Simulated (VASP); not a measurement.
# CdTe (F-43m) in VASP: a series of runs, part 2 of 3

VASP 6.6.1. The steps go on from the part before.

## 3. Single point, SVWN5

INCAR

```
ALGO     = Normal         # electronic algorithm
EDIFF    = 1E-6           # SCF threshold, eV
ENCUT    = 500            # plane-wave cutoff, eV
GGA      = VW             # functional
GGA_COMPAT= F            
ISIF     = 2              # what is computed and relaxed
ISMEAR   = 0              # smearing method
LASPH    = T              # aspherical terms in the spheres
LCHARG   = F              # write CHGCAR
LREAL    = F              # projectors in reciprocal space
LWAVE    = F              # write WAVECAR
NBANDS   = 16             # bands
NELM     = 120            # most SCF steps
PREC     = Accurate       # precision mode
SIGMA    = 0.01           # smearing width, eV
```

KPOINTS

```
k-points
0
Gamma
  7 7 7
```

POSCAR

```
CdTe
1.0
    0.0000000000      3.2050000000      3.2050000000
    3.2050000000      0.0000000000      3.2050000000
    3.2050000000      3.2050000000      0.0000000000
Te Cd
1 1
Direct
    0.7500000000      0.7500000000      0.7500000000
    0.0000000000      0.0000000000      0.0000000000
```

Potentials or basis: VASP PAW PBE potentials, release 64 (Te, Cd).

On the command line:

```console
cat potpaw_PBE.64/Te/POTCAR potpaw_PBE.64/Cd/POTCAR > POTCAR
mpirun -np 1 vasp_std > vasp.out
```

OUTCAR:

```text
EDIFF = 1E-6
   ENCUT = 500
   GGA = VW
   ISIF = 2
   ISMEAR = 0
   LASPH = T
   LREAL = F
   NELM = 120
   PREC = Accurate

 ion  position               nearest neighbor table
   1  0.750  0.750  0.750-   2 2.78   2 2.78   2 2.78   2 2.78
   2  0.000  0.000  0.000-   1 2.78   1 2.78   1 2.78   1 2.78

  LATTYP: Found a face centered cubic cell.
 ALAT       =     6.4100000000

  Lattice vectors:

 A1 = (   0.0000000000,   3.2050000000,   3.2050000000)
 A2 = (   3.2050000000,   0.0000000000,   3.2050000000)
 A3 = (   3.2050000000,   3.2050000000,   0.0000000000)

Analysis of symmetry for initial positions (statically):
=====================================================================
 Subroutine PRICEL returns:
 Original cell was already a primitive cell.

 Routine SETGRP: Setting up the symmetry group for a
 face centered cubic supercell.

 Subroutine GETGRP returns: Found 24 space group operations
 (whereof 24 operations were pure point group operations)
 out of a pool of 48 trial point group operations.

The static configuration has the point symmetry T_d .

Analysis of symmetry for dynamics (positions and initial velocities):
=====================================================================
 Subroutine PRICEL returns:
 Original cell was already a primitive cell.

 Routine SETGRP: Setting up the symmetry group for a
 face centered cubic supercell.

 Subroutine GETGRP returns: Found 24 space group operations
 (whereof 24 operations were pure point group operations)
 out of a pool of 48 trial point group operations.

The dynamic configuration has the point symmetry T_d .

 Subroutine INISYM returns: Found 24 space group operations
 (whereof 24 operations are pure point group operations),
 and found     1 'primitive' translations

----------------------------------------------------------------------------------------

                                     Primitive cell
[... 104 lines left out ...]
   IMIX   =      4    mixing-type and parameters
     AMIX     =   0.40;   BMIX     =  1.00
     AMIX_MAG =   1.60;   BMIX_MAG =  1.00
  volume/ion in A,a.u.               =      32.92       222.17
  Fermi-wavevector in a.u.,A,eV,Ry     =   1.062497  2.007828 15.359610  1.128899
  Thomas-Fermi vector in A             =   2.197950
   LORBIT       =      0    0 simple, 1 ext, 2 COOP (PROOUT), +10 PAW based schemes
   GGA     = VW    functional components
   LHFCALC =     F    Hartree Fock is set to
   AEXX    =    0.0000 exact exchange contribution
   IVDW    =     0    specifies the selected vdW correction
   LEPSILON=     F    determine dielectric tensor
   LRPA    =     F    only Hartree local field effects (RPA)
 non-spin polarized calculation
 Gauss-broadening in eV      SIGMA  =   0.01
  energy-cutoff  :      500.00
  volume of cell :       65.84
 maximum number of plane-waves:      1690
 NGX is ok and might be reduce to    36
   NGX = 17   NGY = 17   NGZ = 17

 number of electron      17.9999995 magnetization

 Free energy of the ion-electron system (eV)
  ---------------------------------------------------
  ext. energy  EPLUGINS =         0.00000000
  ---------------------------------------------------
  free energy    TOTEN  =        -6.00794051 eV

  energy without entropy =       -6.00794051  energy(sigma->0) =       -6.00794051

 E-fermi :   2.3854     XC(G=0):  -9.0790

 val. band max:        2.3416272197   @ k =   0.0000   0.0000   0.0000
 cond. band min:       2.9580899988   @ k =   0.0000   0.0000   0.0000
 fundamental gap:      0.6164627791
 Fermi energy:         2.3854284030

 k-point     1 :       0.0000    0.0000    0.0000
  band No.  band energies     occupation
      1      -9.1228      2.00000
      2      -6.0549      2.00000
      3      -6.0549      2.00000
      4      -6.0549      2.00000
      5      -5.7648      2.00000
      6      -5.7648      2.00000
[... 357 lines left out ...]
      3      -5.9119      2.00000
      4      -5.8013      2.00000
      5      -5.7622      2.00000
      6      -5.1842      2.00000
[... 8 lines left out ...]
     15      12.5367      0.00000
     16      14.3979      0.00000

------------------------ aborting loop because EDIFF is reached ----------------------------------------

  FORCE on cell =-STRESS in cart. coord.  units (eV):
  Direction    XX          YY          ZZ          XY          YZ          ZX
  --------------------------------------------------------------------------------------
  -------------------------------------------------------------------------------------
  Total        0.0700748      0.0700748      0.0700748      0.0000000      0.0000000      0.0000000
  in kB        1.7051330      1.7051330      1.7051330      0.0000000      0.0000000      0.0000000
  external PRESSURE =       1.7051330 kB  Pullay stress =       0.0000000 kB

 VOLUME and BASIS-vectors are now :
 -----------------------------------------------------------------------------
  energy-cutoff  :      500.00
  volume of cell :       65.84
      direct lattice vectors                 reciprocal lattice vectors
     0.000000000  3.205000000  3.205000000    -0.156006240  0.156006240  0.156006240
     3.205000000  0.000000000  3.205000000     0.156006240 -0.156006240  0.156006240
     3.205000000  3.205000000  0.000000000     0.156006240  0.156006240 -0.156006240

 POSITION                                       TOTAL-FORCE (eV/Angst)
 -----------------------------------------------------------------------------------
      4.80750      4.80750      4.80750        -0.000000     -0.000000     -0.000000
      0.00000      0.00000      0.00000         0.000000      0.000000      0.000000
 -----------------------------------------------------------------------------------
    total drift:                               -0.000000     -0.000000     -0.000000

  FREE ENERGIE OF THE ION-ELECTRON SYSTEM (eV)
  ---------------------------------------------------
  free  energy   TOTEN  =        -6.0079405132 eV

  energy  without entropy=       -6.0079405132  energy(sigma->0) =       -6.00794051
```

stdout:

```text
POSCAR found type information on POSCAR TeCd
 POSCAR found :  2 types and       2 ions
 scaLAPACK will be used
 -----------------------------------------------------------------------------
|                                                                             |
|                                                                             |
|     You enforced a specific xc type in the INCAR file but a different       |
|     I HOPE YOU KNOW WHAT YOU ARE DOING!                                     |
|                                                                             |
 -----------------------------------------------------------------------------

 LDA part: xc-table for (Slater(with rela. corr.)+VWN5), standard interpolation
 POSCAR, INCAR and KPOINTS ok, starting setup
 FFT: planning ... GRIDC
 FFT: planning ... GRID_SOFT
 FFT: planning ... GRID
 WAVECAR not read
 entering main loop
```

Run time: 15 s. Hardware: 1 thread of Intel Xeon Platinum 8375C at 2.90GHz (Ice Lake), shared host; peak memory 0.18 GiB.

What came out:

```yaml
Free_energy: -6.0079 eV
Pressure: 0.2 GPa
Band_gap_on_the_k_mesh: 0.62 eV, direct
```

Levels at points of the mesh, in eV from the valence-band top:
```tsv
k point	band 5	band 6	band 7	band 8	band 9	band 10	band 11	band 12	band 13	band 14
(0.00, 0.00, 0.00)	-8.11	-8.11	0.00	0.00	0.00	0.62	4.49	4.49	4.49	7.26
```

Caveat: the PAW data sets were made with another functional, which shifts forces and pressure a little; spin-orbit coupling is left out, which moves the levels of the heavy elements.

## 4. Single point, PBEsol-based screened hybrid

POSCAR is that of step 3.

INCAR.step1

```
ALGO     = Normal         # electronic algorithm
EDIFF    = 1E-5           # SCF threshold, eV
ENCUT    = 520            # plane-wave cutoff, eV
GGA      = PE             # functional
ISIF     = 2              # what is computed and relaxed
ISMEAR   = -1             # smearing method
LASPH    = True           # aspherical terms in the spheres
LCHARG   = False          # write CHGCAR
LREAL    = False          # projectors in reciprocal space
LWAVE    = True           # write WAVECAR
NBANDS   = 16             # bands
NELM     = 100            # most SCF steps
PREC     = Accurate       # precision mode
SIGMA    = 0.05           # smearing width, eV
```

INCAR.step2

```
AEXX     = 0.25           # exact-exchange fraction
ALGO     = Normal         # electronic algorithm
EDIFF    = 1E-6           # SCF threshold, eV
ENCUT    = 520            # plane-wave cutoff, eV
GGA      = PS             # functional
HFSCREEN = 0.207          # screening, 1/A
ISIF     = 2              # what is computed and relaxed
ISMEAR   = -1             # smearing method
ISTART   = 1            
LASPH    = True           # aspherical terms in the spheres
LCHARG   = False          # write CHGCAR
LHFCALC  = True           # exact exchange
LREAL    = False          # projectors in reciprocal space
LWAVE    = False          # write WAVECAR
NBANDS   = 16             # bands
NELM     = 100            # most SCF steps
PREC     = Accurate       # precision mode
PRECFOCK = Normal       
SIGMA    = 0.05           # smearing width, eV
```

KPOINTS

```
k-points
0
Gamma
  4 4 4
```

Potentials or basis: VASP PAW PBE potentials, release 64 (Te, Cd).

On the command line:

```console
cat potpaw_PBE.64/Te/POTCAR potpaw_PBE.64/Cd/POTCAR > POTCAR
cp INCAR.step1 INCAR
mpirun -np 1 vasp_std > vasp.out
cp INCAR.step2 INCAR
mpirun -np 1 vasp_std > vasp.out
```

OUTCAR:

```text
AEXX = 0.25
   EDIFF = 1E-6
   ENCUT = 520
   GGA = PS
   HFSCREEN = 0.207
   ISIF = 2
   ISMEAR = -1
   ISTART = 1
   LASPH = True
   LHFCALC = True
   LREAL = False
   NELM = 100
   PREC = Accurate
   PRECFOCK = Normal

 ion  position               nearest neighbor table
   1  0.750  0.750  0.750-   2 2.78   2 2.78   2 2.78   2 2.78
   2  0.000  0.000  0.000-   1 2.78   1 2.78   1 2.78   1 2.78

  LATTYP: Found a face centered cubic cell.
 ALAT       =     6.4100000000

  Lattice vectors:

 A1 = (   0.0000000000,   3.2050000000,   3.2050000000)
 A2 = (   3.2050000000,   0.0000000000,   3.2050000000)
 A3 = (   3.2050000000,   3.2050000000,   0.0000000000)

Analysis of symmetry for initial positions (statically):
=====================================================================
 Subroutine PRICEL returns:
 Original cell was already a primitive cell.

 Routine SETGRP: Setting up the symmetry group for a
 face centered cubic supercell.

[... 153 lines left out ...]
  free energy    TOTEN  =        -6.44544660 eV

  energy without entropy =       -6.44544658  energy(sigma->0) =       -6.44544659

 E-fermi :   2.8610     XC(G=0):  -7.4240

 val. band max:        2.0623604597   @ k =   0.0000   0.0000   0.0000
 cond. band min:       3.6046641078   @ k =   0.0000   0.0000   0.0000
 fundamental gap:      1.5423036481
 Fermi energy:         2.8610356081

 k-point     1 :       0.0000    0.0000    0.0000
  band No.  band energies     occupation
      1     -10.3226      2.00000
      2      -7.6394      2.00000
      3      -7.6394      2.00000
      4      -7.6394      2.00000
      5      -7.3475      2.00000
      6      -7.3475      2.00000
[... 129 lines left out ...]
      3      -7.4965      2.00000
      4      -7.3821      2.00000
      5      -7.3479      2.00000
      6      -6.5852      2.00000
[... 8 lines left out ...]
     15      14.4725      0.00000
     16      14.4980      0.00000

------------------------ aborting loop because EDIFF is reached ----------------------------------------

  FORCE on cell =-STRESS in cart. coord.  units (eV):
  Direction    XX          YY          ZZ          XY          YZ          ZX
  --------------------------------------------------------------------------------------
  -------------------------------------------------------------------------------------
  Total        0.7093270      0.7093270      0.7093270     -0.0000000      0.0000000     -0.0000000
  in kB       17.2600879     17.2600879     17.2600879     -0.0000000      0.0000000     -0.0000000
  external PRESSURE =      17.2600879 kB  Pullay stress =       0.0000000 kB

 VOLUME and BASIS-vectors are now :
 -----------------------------------------------------------------------------
  energy-cutoff  :      520.00
  volume of cell :       65.84
      direct lattice vectors                 reciprocal lattice vectors
     0.000000000  3.205000000  3.205000000    -0.156006240  0.156006240  0.156006240
     3.205000000  0.000000000  3.205000000     0.156006240 -0.156006240  0.156006240
     3.205000000  3.205000000  0.000000000     0.156006240  0.156006240 -0.156006240

 POSITION                                       TOTAL-FORCE (eV/Angst)
 -----------------------------------------------------------------------------------
      4.80750      4.80750      4.80750         0.000000      0.000000      0.000000
      0.00000      0.00000      0.00000        -0.000000     -0.000000     -0.000000
 -----------------------------------------------------------------------------------
    total drift:                                0.000020      0.000023      0.000014

  FREE ENERGIE OF THE ION-ELECTRON SYSTEM (eV)
  ---------------------------------------------------
  free  energy   TOTEN  =        -6.4454466017 eV

  energy  without entropy=       -6.4454465839  energy(sigma->0) =       -6.44544659
```

OSZICAR.step1:

```text
N       E                     dE             d eps       ncg     rms          rms(c)
DAV:   1     0.110021391524E+03    0.11002E+03   -0.84729E+03   256   0.988E+02
DAV:   2    -0.112254200717E+01   -0.11114E+03   -0.10560E+03   296   0.248E+02
DAV:   3    -0.486874600713E+01   -0.37462E+01   -0.37399E+01   312   0.476E+01
DAV:   4    -0.490302551613E+01   -0.34280E-01   -0.34278E-01   376   0.398E+00
DAV:   5    -0.490309969056E+01   -0.74174E-04   -0.74174E-04   352   0.180E-01    0.598E+00
DAV:   6    -0.467702694023E+01    0.22607E+00   -0.38702E-01   296   0.763E+00    0.484E+00
DAV:   7    -0.465932771971E+01    0.17699E-01   -0.12375E-01   304   0.227E+00    0.182E+00
DAV:   8    -0.466041762253E+01   -0.10899E-02   -0.12275E-02   272   0.126E+00    0.530E-01
DAV:   9    -0.466081391877E+01   -0.39630E-03   -0.94553E-04   320   0.324E-01    0.132E-01
DAV:  10    -0.466089804131E+01   -0.84123E-04   -0.12670E-04   288   0.993E-02    0.556E-02
DAV:  11    -0.466094520527E+01   -0.47164E-04   -0.86607E-05   280   0.604E-02    0.352E-02
DAV:  12    -0.466094383627E+01    0.13690E-05   -0.34532E-06   224   0.166E-02
   1 F= -.46609438E+01 E0= -.46609391E+01  d E =-.939760E-05
```

Run time: 10 min. Hardware: 1 thread of AMD EPYC 7R43 (Zen 3), shared host; peak memory 0.28 GiB.

Results:

* Free energy: -6.4454 eV
* Pressure: 1.7 GPa
* Band gap on the k mesh: 1.54 eV, direct

Levels at points of the mesh, in eV from the valence-band top:
```
           k point  band 5  band 6  band 7  band 8  band 9  band 10  band 11  band 12  band 13  band 14
(0.00, 0.00, 0.00)   -9.41   -9.41    0.00    0.00    0.00     1.54     5.38     5.38     5.38     8.42
(0.50, 0.00, 0.00)   -9.40   -8.94   -5.00   -0.89   -0.89     2.56     5.98     5.98     7.86     9.79
(0.50, 0.50, 0.00)   -9.38   -8.74   -4.83   -2.15   -2.15     3.08     3.38    10.09    10.49    10.49
```

Caveat: the k points lie up to 0.42 Å⁻¹ apart; the PAW data sets were made with another functional, which shifts forces and pressure a little; spin-orbit coupling is left out, which moves the levels of the heavy elements.

(Part 2 of 3 ends here.)
